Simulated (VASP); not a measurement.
# BN (F-43m) in VASP: notebook, part 2 of 3

VASP 6.6.1. Earlier steps stand in the parts before.

**3. G0W0 quasiparticle levels, PBE**

File POSCAR:

```
BN
1.0
    0.0000000000      1.8130010000      1.8130010000
    1.8130010000      0.0000000000      1.8130010000
    1.8130010000      1.8130010000      0.0000000000
N B
1 1
Direct
    0.2500000000      0.2500000000      0.2500000000
    0.0000000000      0.0000000000      0.0000000000
```

File INCAR.step1:

```
SYSTEM = BN
ALGO = Normal ; EDIFF = 1E-8
ENCUT = 450 ; GGA = PE
ISMEAR = 0 ; LASPH = .TRUE.
LCHARG = .FALSE. ; LREAL = .FALSE.
LWAVE = .TRUE. ; NELM = 100
PREC = Accurate ; SIGMA = 0.01
```

File INCAR.step2:

```
SYSTEM = BN
ALGO = Exact ; EDIFF = 1E-8
ENCUT = 450 ; GGA = PE
ISMEAR = 0 ; ISTART = 1
LASPH = .TRUE. ; LCHARG = .FALSE.
LOPTICS = .TRUE. ; LREAL = .FALSE.
LWAVE = .TRUE. ; NBANDS = 75
NELM = 1 ; PREC = Accurate
SIGMA = 0.01
```

File INCAR.step3:

```
SYSTEM = BN
ALGO = EVGW0 ; EDIFF = 1E-8
ENCUT = 450 ; ENCUTGW = 100
GGA = PE ; ISMEAR = 0
ISTART = 1 ; LASPH = .TRUE.
LCHARG = .FALSE. ; LREAL = .FALSE.
LWAVE = .FALSE. ; NBANDS = 75
NBANDSGW = 12 ; NELMGW = 1
NOMEGA = 48 ; PREC = Accurate
PRECFOCK = Fast ; SIGMA = 0.01
```

File KPOINTS:

```
k-points
0
G
  3 3 3
  0 0 0
```

Potentials or basis: VASP PAW PBE potentials, release 64 (N_GW, B_GW).

Started as:

```console
cat potpaw_PBE.64/N_GW/POTCAR potpaw_PBE.64/B_GW/POTCAR > POTCAR
cp INCAR.step1 INCAR
mpirun -np 1 vasp_std > vasp.out
cp INCAR.step2 INCAR
mpirun -np 1 vasp_std > vasp.out
cp INCAR.step3 INCAR
mpirun -np 1 vasp_std > vasp.out
```

OUTCAR:

```text
SYSTEM = BN
   EDIFF = 1E-8
   ENCUT = 450
   ENCUTGW = 100
   GGA = PE
   ISMEAR = 0
   ISTART = 1
   LASPH = .TRUE.
   LREAL = .FALSE.
   NELMGW = 1
   PREC = Accurate
   PRECFOCK = Fast

 Found      4 irreducible k-points:

 Following reciprocal coordinates:
            Coordinates               Weight
  0.000000  0.000000  0.000000      1.000000
  0.333333  0.000000  0.000000      8.000000
  0.333333  0.333333  0.000000      6.000000
 -0.333333  0.333333  0.000000     12.000000
   k-points           NKPTS =      4   k-points in BZ     NKDIM =     27   number of bands    NBANDS=     75
   number of dos      NEDOS =    301   number of ions     NIONS =      2
   total plane-waves  NPLWV =   5832
   dimension x,y,z NGX =    18 NGY =   18 NGZ =   18
   dimension x,y,z NGXF=    36 NGYF=   36 NGZF=   36
   ions per type =               1   1
   NGX,Y,Z   is equivalent  to a cutoff of  11.67, 11.67, 11.67 a.u.
   NGXF,Y,Z  is equivalent  to a cutoff of  23.34, 23.34, 23.34 a.u.
 SYSTEM =  BN
   PREC   = accura    normal or accurate (medium, high low for compatibility)
   ISTART =      1    job   : 0-new  1-cont  2-samecut
   ICHARG =      0    charge: 1-file 2-atom 10-const
   ISPIN  =      1    spin polarized calculation?
   LNONCOLLINEAR =      F non collinear calculations
   LSORBIT =      F    spin-orbit coupling
   LASPH  =      T    aspherical Exc in radial PAW
   ENCUT  =  450.0 eV  33.07 Ry    5.75 a.u.   4.43  4.43  4.43*2*pi/ulx,y,z
   NELM   =     60;   NELMIN=  2; NELMDL=  0     # of ELM steps
   EDIFF  = 0.1E-07   stopping-criterion for ELM
   LREAL  =      F    real-space projection
   EDIFFG = 0.1E-06   stopping-criterion for IOM
   NSW    =      0    number of steps for IOM
   IBRION =     -1    ionic relax: 0-MD 1-quasi-New 2-CG
   NFREE  =      0    steps in history (QN), initial steepest desc. (CG)
   ISIF   =      0    stress and relaxation
   ISYM   =      3    0-nonsym 1-usesym 2-fastsym
   POTIM  = 0.5000    time-step for ionic-motion
   TEBEG  =    0.0;   TEEND  =   0.0 temperature during run
   PSTRESS=    0.0 pullay stress
   NELECT =       8.0000    total number of electrons
   NUPDOWN=      -1.0000    fix difference up-down
   EMIN   =  10.00;   EMAX   =-10.00  energy-range for DOS
   EFERMI =   0.00;   METHOD = LEGACY
   ISMEAR =     0;   SIGMA  =   0.01  broadening in eV -4-tet -1-fermi 0-gaus
   EFERMI_NEDOS =   21; number of points for ismear=-14 and -15
   IALGO  =     38    algorithm
   IMIX   =      4    mixing-type and parameters
     AMIX     =   0.40;   BMIX     =  1.00
     AMIX_MAG =   1.60;   BMIX_MAG =  1.00
  volume/ion in A,a.u.               =       5.96        40.22
  Fermi-wavevector in a.u.,A,eV,Ry     =   1.433387  2.708709 27.954506  2.054598
  Thomas-Fermi vector in A             =   2.552911
   LORBIT       =      0    0 simple, 1 ext, 2 COOP (PROOUT), +10 PAW based schemes
   GGA     = PE    functional components
   LHFCALC =     T    Hartree Fock is set to
   PRECFOCK=fast      Normal, Fast or Accurate (Low or Medium for compatibility)
   ENCUT4O =  -1.0   cutoff for four orbital integrals eV
   NKREDX  =     1    reduce k-point grid by
   NKREDY  =     1    reduce k-point grid by
   NKREDZ  =     1    reduce k-point grid by
   AEXX    =    1.0000 exact exchange contribution
   HFSCREEN=    0.0000 screening length (either q_TF or 0.3 A-1)
   HFSCREENC=   0.0000 screening length for correlation (either q_TF or 0.3 A-1)
   ENCUTFOCK=  -1.0 apply spherical cutoff to Coloumb kernel
   IVDW    =     0    specifies the selected vdW correction
   LEPSILON=     F    determine dielectric tensor
   LRPA    =     F    only Hartree local field effects (RPA)
   LRPAFORCE           =     F    calculate RPA forces
   ENCUTGW             = 100.0    cutoff for response function in eV
   ENCUTGWSOFT         =  80.0    soft cutoff for Coulomb kernel in GW response function in eV
   ENCUTLF             =  -1.0    cutoff for local field effects
   NELMGW              =     1    number of iterations in solving QP/BSE equation
   NELMHF              =     1    number of iterations in the inner HF iteration
   NKREDLFX            =     1    NKREDLFY  =   1   NKREDLFZ  =   1
 non-spin polarized calculation
 Gauss-broadening in eV      SIGMA  =   0.01
  energy-cutoff  :      450.00
  volume of cell :       11.92
 maximum number of plane-waves:       259
 NGX is ok and might be reduce to    18
  NGX = 12; NGY = 12; NGZ = 12
   NGX =  9   NGY =  9   NGZ =  9
 maximum number of plane-waves:        28
 NGX is ok and might be reduce to    10

 QP shifts <psi_nk| G(iteration)W_0 |psi_nk>: iteration 1
 for sc-GW calculations column KS-energies equals QP-energies in previous step
 and V_xc(KS)=  KS-energies - (<T + V_ion + V_H > + <T+V_H+V_ion>^1  + <V_x>^1)

 k-point   1 :       0.0000    0.0000    0.0000
  band No.  KS-energies  QP-energies   sigma(KS)   V_xc(KS)     V^pw_x(r,r')   Z            occupation Imag(sigma)

      1     -12.7045     -14.5985     -17.8685     -15.4437     -26.3915       0.7811       2.0000       1.4307
      2       7.4800       6.9130     -18.9471     -18.2590     -22.3910       0.8240       2.0000       0.1207
      3       7.4800       6.9130     -18.9471     -18.2590     -22.3910       0.8240       2.0000       0.1207
      4       7.4800       6.9130     -18.9471     -18.2590     -22.3910       0.8240       2.0000       0.1207
      5      16.1541      17.4272     -12.1988     -13.7408      -6.6858       0.8256       0.0000      -0.1264
      6      16.1541      17.4272     -12.1988     -13.7408      -6.6858       0.8256       0.0000      -0.1264
      7      16.1541      17.4272     -12.1988     -13.7408      -6.6858       0.8256       0.0000      -0.1264
      8      17.6446      18.7408     -14.0442     -15.3925      -8.0853       0.8130       0.0000      -0.1532
      9      31.9542      32.3224     -10.8880     -11.3463      -3.2201       0.8035       0.0000      -0.6773
     10      35.0433      36.1304     -11.9494     -13.2558      -5.3479       0.8322       0.0000      -0.5262
     11      35.0433      36.1304     -11.9494     -13.2558      -5.3479       0.8322       0.0000      -0.5262
     12      35.6373      36.1462     -10.3679     -10.9827      -2.9663       0.8277       0.0000      -0.8616
[... 36 lines left out ...]
      1      -7.3843      -8.8684     -19.1476     -17.2314     -26.7577       0.7745       2.0000       0.8321
      2      -0.9236      -2.2609     -16.6852     -14.9926     -21.3312       0.7901       2.0000       0.2354
      3       0.1065      -1.2031     -17.0388     -15.3973     -21.5376       0.7978       2.0000       0.2062
      4       3.9902       3.0807     -17.8372     -16.7145     -21.7092       0.8102       2.0000       0.1478
      5      15.2084      16.0345     -12.0925     -13.0861      -6.8133       0.8315       0.0000      -0.1239
      6      21.7399      23.2484     -14.1024     -15.9843      -7.8310       0.8016       0.0000      -0.2047
      7      21.9107      23.5550     -13.2784     -15.3419      -6.6763       0.7969       0.0000      -0.2233
      8      23.3440      24.9310     -13.5091     -15.5300      -6.4707       0.7853       0.0000      -0.2784
      9      25.4984      26.5485     -12.0672     -13.3611      -5.6086       0.8116       0.0000      -0.2556
     10      32.3255      33.2003     -11.3028     -12.3564      -4.7162       0.8303       0.0000      -0.4913
     11      34.0402      35.4800     -12.3800     -14.2195      -4.1780       0.7828       0.0000      -0.7980
     12      42.0541      42.7394     -10.7248     -11.5505      -2.9540       0.8301       0.0000      -1.2347
```

It took 6.5 s on 1 thread of Intel Xeon Platinum 8488C (Sapphire Rapids), shared host; peak memory 0.12 GiB.

The run converged, but some of its settings lie outside the range that counts as converged, so its numbers aren't taken as properties of the crystal.

Results:

* Band gap on the k mesh, mean-field level: 5.58 eV, indirect (least direct gap 8.67 eV)
* Quasiparticle gap: 6.88 eV
* Least direct quasiparticle gap: 10.51 eV

Caveat: the k mesh is coarse (spacing up to 1.00 Å⁻¹), so the values aren't converged; bands, screening cutoff and mesh are small and nothing is extrapolated, so the quasiparticle values aren't converged; an odd mesh through Γ misses points on the zone boundary, where band edges often lie.

(Part 2 of 3 ends here.)
